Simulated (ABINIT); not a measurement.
# InAs (F-43m) in ABINIT: settings compared, part 2 of 2

ABINIT 10.8.3 (patched build).

## 4. Band structure, BP86

Contents of run.abi:

```
ndtset 2

pp_dirpath "./"
pseudos "In.GGA_PBE-JTH_sp.xml, As.GGA_PBE-JTH_sp.xml"

acell 4.2680965312 4.2680965312 4.2680965312 Angstrom
rprim
     0.0000000000     0.7071067812     0.7071067812
     0.7071067812     0.0000000000     0.7071067812
     0.7071067812     0.7071067812     0.0000000000
ntypat 2
znucl 49 33
natom 2
typat 1 2
xred
     0.0000000000     0.0000000000     0.0000000000
     0.7500000000     0.7500000000     0.7500000000

ecut 408.170794 eV
pawecutdg 30.0

ixc -106132

occopt 3
tsmear 0.00183747

nstep 100

iomode 3
prtwf 0
prteig 0
prtebands 0
enunit 1
prtden1 1

kptopt1 1
ngkpt1 8 8 8
nshiftk1 1
shiftk1 0.0 0.0 0.0
nband1 8
tolvrs1 1.0e-9

iscf2 -2
getden2 1
nband2 12
nbdbuf2 2
tolwfr2 1.0e-12
kptopt2 -9
ndivsm2 8
prteig2 1
prtvol2 -3
kptbounds2
     0.0000000000     0.0000000000     0.0000000000
     0.5000000000     0.0000000000     0.5000000000
     0.5000000000     0.2500000000     0.7500000000
     0.3750000000     0.3750000000     0.7500000000
     0.0000000000     0.0000000000     0.0000000000
     0.5000000000     0.5000000000     0.5000000000
     0.6250000000     0.2500000000     0.6250000000
     0.5000000000     0.2500000000     0.7500000000
     0.5000000000     0.5000000000     0.5000000000
     0.3750000000     0.3750000000     0.7500000000
```

Potentials or basis: JTH PAW PBE v2.0 sp.

Started as:

```bash
$ abinit run.abi > log 2>&1
```

run.abo:

```text
.Version 10.8.3 of ABINIT
 DATASET    1 : space group F-4 3 m (#216); Bravais cF (face-center cubic)
================================================================================
 Values of the parameters that define the memory need for DATASET  1.
     intxc =       0    ionmov =       0      iscf =      17    lmnmax =      13
     lnmax =       5     mgfft =      30  mpssoang =       3    mqgrid =    3001
     natom =       2  nloc_mem =       2    nspden =       1   nspinor =       1
    nsppol =       1      nsym =      24    n1xccc =       1    ntypat =       2
    occopt =       3   xclevel =       2
       mpw =        1036          nfft =       27000          nkpt =          29
 PAW method is used; the additional fine FFT grid is defined by:
   mgfftf=        40    nfftf =     64000
================================================================================
================================================================================

 DATASET    2 : space group F-4 3 m (#216); Bravais cF (face-center cubic)
================================================================================
 Values of the parameters that define the memory need for DATASET  2.
     intxc =       0    ionmov =       0      iscf =      -2    lmnmax =      13
     lnmax =       5     mgfft =      30  mpssoang =       3    mqgrid =    3001
     natom =       2  nloc_mem =       2    nspden =       1   nspinor =       1
    nsppol =       1      nsym =      24    n1xccc =       1    ntypat =       2
    occopt =       3   xclevel =       2
       mpw =        1040          nfft =       27000          nkpt =         139
 PAW method is used; the additional fine FFT grid is defined by:
   mgfftf=        40    nfftf =     64000
================================================================================
================================================================================

--------------------------------------------------------------------------------
------------- Echo of variables that govern the present computation ------------
--------------------------------------------------------------------------------
 -outvars: echo values of preprocessed input variables --------
[... 1025 lines left out ...]
    2      4.52700000004158     4.52700000004158     4.52700000004158
 length scales=  8.065533522905  8.065533522905  8.065533522905 bohr
              =  4.268096531200  4.268096531200  4.268096531200 angstroms
 Eigenvalues (   eV  ) for nkpt= 139  k points:
 kpt#   1, nband= 12, wtk=  1.00000, kpt=  0.0000  0.0000  0.0000 (reduced coord)
 -12.57740   -0.83842   -0.66116   -0.66116   -0.66116    3.29628    3.29628    3.29628
   6.99612    8.96150    8.96150    9.94136
 kpt#   2, nband= 12, wtk=  1.00000, kpt=  0.0217  0.0000  0.0217 (reduced coord)
 -12.57173   -1.09543   -0.68121   -0.68121   -0.40423    3.26846    3.32372    3.32372
   7.03905    8.80985    8.96734    9.95582
 kpt#   3, nband= 12, wtk=  1.00000, kpt=  0.0435  0.0000  0.0435 (reduced coord)
 -12.55474   -1.42280   -0.73948   -0.73948   -0.07748    3.18899    3.40420    3.40420
   7.16295    8.48461    8.98488    9.99836
 kpt#   4, nband= 12, wtk=  1.00000, kpt=  0.0652  0.0000  0.0652 (reduced coord)
 -12.52652   -1.75210   -0.83103   -0.83103    0.24945    3.06792    3.53269    3.53269
   7.35227    8.11545    9.01410   10.06925
 kpt#   5, nband= 12, wtk=  1.00000, kpt=  0.0870  0.0000  0.0870 (reduced coord)
 -12.48721   -2.07993   -0.94915   -0.94915    0.57093    2.91745    3.70243    3.70243
   7.52738    7.81516    9.05502   10.16851
 kpt#   6, nband= 12, wtk=  1.00000, kpt=  0.1087  0.0000  0.1087 (reduced coord)
 -12.43702   -2.40520   -1.08680   -1.08680    0.88249    2.74896    3.90624    3.90624
[... 386 lines left out ...]
 -10.96171   -6.30045   -3.80548   -2.33665    1.70284    4.21832    5.86958    5.90005
   7.60313    9.19335   11.23408   12.55209
 kpt# 136, nband= 12, wtk=  1.00000, kpt=  0.4018  0.4018  0.6964 (reduced coord)
 -10.91413   -6.31331   -3.91077   -2.41919    1.64805    4.22202    5.96744    6.17840
   7.43167    9.16362   11.72061   12.73312
 kpt# 137, nband= 12, wtk=  1.00000, kpt=  0.3929  0.3929  0.7143 (reduced coord)
 -10.87267   -6.33585   -3.96861   -2.49429    1.58778    4.10485    6.20497    6.44026
   7.27924    9.17847   12.14957   12.93056
 kpt# 138, nband= 12, wtk=  1.00000, kpt=  0.3839  0.3839  0.7321 (reduced coord)
 -10.84048   -6.36287   -3.98085   -2.56049    1.52986    3.91250    6.51285    6.67179
   7.16374    9.24920   12.39605   13.22017
 kpt# 139, nband= 12, wtk=  1.00000, kpt=  0.3750  0.3750  0.7500 (reduced coord)
 -10.82065   -6.38676   -3.95211   -2.61661    1.47896    3.68520    6.74017    6.86006
   7.19034    9.38596   12.41207   13.51992

== END DATASET(S) ==============================================================
================================================================================

 -outvars: echo values of variables after computation  --------
            acell      8.0655335229E+00  8.0655335229E+00  8.0655335229E+00 Bohr
           etotal1    -8.5387484051E+00
            fcart1    -0.0000000000E+00 -0.0000000000E+00 -0.0000000000E+00
                      -0.0000000000E+00 -0.0000000000E+00 -0.0000000000E+00
            rprim      0.0000000000E+00  7.0710678120E-01  7.0710678120E-01
                       7.0710678120E-01  0.0000000000E+00  7.0710678120E-01
                       7.0710678120E-01  7.0710678120E-01  0.0000000000E+00
           strten1    -1.9697099841E-04 -1.9697099841E-04 -1.9697099841E-04
                       0.0000000000E+00  0.0000000000E+00  0.0000000000E+00
           xangst      0.0000000000E+00  0.0000000000E+00  0.0000000000E+00
                       4.5270000000E+00  4.5270000000E+00  4.5270000000E+00
             xred      0.0000000000E+00  0.0000000000E+00  0.0000000000E+00
                       7.5000000000E-01  7.5000000000E-01  7.5000000000E-01
 Calculation completed.
```

Wall time 29 s (1 thread of Arm Neoverse V2, shared host); peak memory 0.13 GiB.

What came out:

* Free energy: -232.3512 eV
* Band gap on the k mesh: none (metal or under the smearing width)

Levels at the corners of the path, in eV from the Fermi level:
```csv
point,band 1,band 2,band 3,band 4,band 5,band 6,band 7,band 8
Γ,-11.96,-0.23,-0.05,-0.05,-0.05,3.91,3.91,3.91
X,-10.18,-5.92,-2.38,-2.38,1.52,2.04,9.26,9.26
W,-10.15,-5.76,-3.03,-2.92,4.23,4.32,5.02,6.13
K,-10.21,-5.77,-3.34,-2.00,2.09,4.30,7.35,7.47
Γ,-11.96,-0.23,-0.05,-0.05,-0.05,3.91,3.91,3.91
L,-10.69,-5.83,-1.04,-1.04,0.93,4.68,4.68,6.94
U,-10.21,-5.77,-3.34,-2.00,2.09,4.30,7.35,7.47
W,-10.15,-5.76,-3.03,-2.92,4.23,4.32,5.02,6.13
L,-10.69,-5.83,-1.04,-1.04,0.93,4.68,4.68,6.94
K,-10.21,-5.77,-3.34,-2.00,2.09,4.30,7.35,7.47
```

Caveat: spin-orbit coupling is left out, which moves the levels of the heavy elements; this set keeps more shells in the core, which shifts pressures and gaps; this crystal is a semiconductor, whose small gap the functional closes, so the metal is an error of the method; the atomic spheres overlap.

## 5. Overview

| task | level | potentials or basis | gap on the mesh (eV) |
| --- | --- | --- | --- |
| equation of state | PBE | JTH PAW PBE v2.0 sp | - |
| band structure | LDA-Teter | JTH PAW LDA v2.0 sp | none |
| band structure | BP86 | JTH PAW PBE v2.0 sp | none |

Alike in all rows: no spin polarisation; cell as given; k mesh 8 × 8 × 8; cutoff (eV) 408; smearing fermi-dirac 0.05 eV.

Caveats: this set keeps more shells in the core, which shifts pressures and gaps; the atomic spheres overlap; spin-orbit coupling is left out, which moves the levels of the heavy elements (some runs); this crystal is a semiconductor, whose small gap the functional closes, so the metal is an error of the method (some runs); pressures at fixed basis lie under the slope of the energies (some runs).

Total energies depend on the potentials used, so only differences within one code and one set of settings carry meaning.

## 6. Comparison with measurements

Step 3. A measured gap of InAs is 0.418 eV (direct; 4.2 K; a printed reference work, data compilation); the calculated 0.00 eV misses it by -0.42 eV. Spin-orbit coupling on As, In is left out. The value is that of LDA-Teter on a finite k mesh, which can miss the band edges, without temperature or zero-point motion. Semilocal functionals fall short of measured gaps as a rule.

Step 4. Measured gap of InAs: 0.418 eV (direct; 4.2 K; a printed reference work, data compilation). This calculation gives 0.00 eV (-0.42 eV). Spin-orbit coupling on As, In is left out. The value is that of BP86 on a finite k mesh, which can miss the band edges, without temperature or zero-point motion.
